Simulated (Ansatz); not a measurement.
A run of Ansatz 0.2.0 is set up as follows.

Contents of input.yaml:

```yaml
crystal:
  lattice:
    - [-1.87793, 1.898398, 1.910248]
    - [1.894618, -1.869807, 1.898345]
    - [1.887405, 1.879282, -1.881657]
  atoms:
    - { symbol: Sn, position: [0.0096, 0.006309, -0.003259] }
kpoints:
  mp_grid: { grid: [10, 10, 10] }
scf:
  occupations: { method: fermi_dirac, width: 0.05 }
hamiltonian:
  xc: pbesol
  pseudopotentials: { kind: all_electron, lapw: { basis_error: 0.001 } }
output:
  forces: true
  stress: true
  eigenvalues: true
  populations: true
```

Potentials or basis: all-electron LAPW, scalar-relativistic.

Launch:

```console
$ ansatz run input.yaml --threads 1 --pin off --max-ram 3072MiB --backend cpu --events-out ev --progress --plain --runs-dir out
```

Question: What does it give for the band gap on the k mesh?

Answer: None (metal or under the smearing width).

Question: Predict the pressure.

Answer: -2.2 GPa.

Stress tensor (GPa, compression positive):
```
-2.31  0.17  0.18
 0.17 -2.37  0.18
 0.18  0.18 -1.83
```
